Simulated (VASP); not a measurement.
# SnO2: relaxation of cell and atoms with r2SCAN+rVV10

The system is SnO2.

```
Sn O
1.0
     4.73735    0.00000    0.00000
     0.00000    4.73735    0.00000
     0.00000    0.00000    3.18640
Sn O
2 4
Direct
  0.00000 0.00000 0.00000
  0.50000 0.50000 0.50000
  0.30562 0.30562 0.00000
  0.19438 0.80562 0.50000
  0.69438 0.69438 0.00000
  0.80562 0.19438 0.50000
```

```
Program                : VASP 6.6.1
Task                   : relaxation of cell and atoms
Functional             : r2SCAN
Dispersion             : rVV10
Potentials or basis    : VASP PAW PBE potentials, release 64 (Sn_d, O)
Cutoff                 : 600 eV
k mesh                 : 6 × 6 × 8
Occupations            : gaussian, width 0.02 eV
Spin                   : no spin polarisation
Further INCAR settings : ALGO = Normal; EDIFF = 1e-07; IBRION = 2; EDIFFG = -0.005; NSW = 90; ISIF = 3
```

```yaml
Relaxed_volume: 12.06 Å³/atom
Relaxed_cell: a = 4.751 Å, b = 4.751 Å, c = 3.205 Å, α = 90.00°, β = 90.00°, γ = 90.00°
Space_group_after_relaxing_to_0.05_Å: P4_2/mnm (No. 136)
Energy_gained_by_relaxing: 1.3 meV/atom
Ionic_steps: 6
Pressure_after_relaxing: 0.0 GPa
Largest_force_after_relaxing: 0.003 eV/Å
Band_gap_on_the_k_mesh: 1.79 eV, direct
```

Forces on the atoms (eV/Å):
```
Sn   0.000  0.000  0.000
Sn   0.000  0.000  0.000
O   -0.002 -0.002  0.000
O    0.002 -0.002  0.000
O    0.002  0.002  0.000
O   -0.002  0.002  0.000
```

Stress tensor (GPa, compression positive):
```
-0.03  0.00  0.00
 0.00 -0.03  0.00
 0.00  0.00  0.06
```

Step by step:
```tsv
step	energy change (eV)	largest force (eV/Å)	pressure (GPa)	volume (Å³)
1	0.0000	0.0392	2.73	71.51
2	0.0091	0.1204	-3.88	73.63
3	-0.0077	0.0294	-0.05	72.36
4	-0.0077	0.0281	0.00	72.34
5	-0.0078	0.0025	0.00	72.34
6	-0.0078	0.0031	0.00	72.35
```

Final structure:
```
Sn O
1.0
     4.75107    0.00000    0.00000
     0.00000    4.75107    0.00000
     0.00000    0.00000    3.20500
Sn O
2 4
Cartesian
  0.0000 0.0000 0.0000
  2.3755 2.3755 1.6025
  1.4525 1.4525 0.0000
  0.9230 3.8281 1.6025
  3.2986 3.2986 0.0000
  3.8281 0.9230 1.6025
```

Levels at points of the mesh, in eV from the valence-band top:
```
           k point  band 23  band 24  band 25  band 26  band 27  band 28  band 29  band 30
(0.00, 0.00, 0.00)    -1.23    -0.78    -0.78     0.00     1.79     6.79     6.99     6.99
(0.50, 0.00, 0.00)    -1.18    -1.18    -0.62    -0.62     5.01     5.01     7.75     7.75
(0.50, 0.50, 0.00)    -1.31    -1.31    -0.92    -0.92     5.45     5.45     8.18     8.18
(0.00, 0.00, 0.50)    -1.69    -1.69    -1.27    -1.27     6.89     6.89    10.49    10.49
(0.50, 0.00, 0.50)    -1.12    -1.12    -0.68    -0.68     7.17     7.17     8.84     8.84
(0.50, 0.50, 0.50)    -0.96    -0.96    -0.85    -0.85     5.53     5.53     9.59     9.59
```

It took 24 min on 1 thread of Intel(R) Xeon(R) Platinum 8488C (Sapphire Rapids) (shared host), peak memory 0.45 GiB.

Caveat: the PAW data sets were made with another functional, which shifts forces and pressure a little; spin-orbit coupling is left out, which moves the levels of the heavy elements. Zero-point motion and thermal expansion aren't in these numbers.
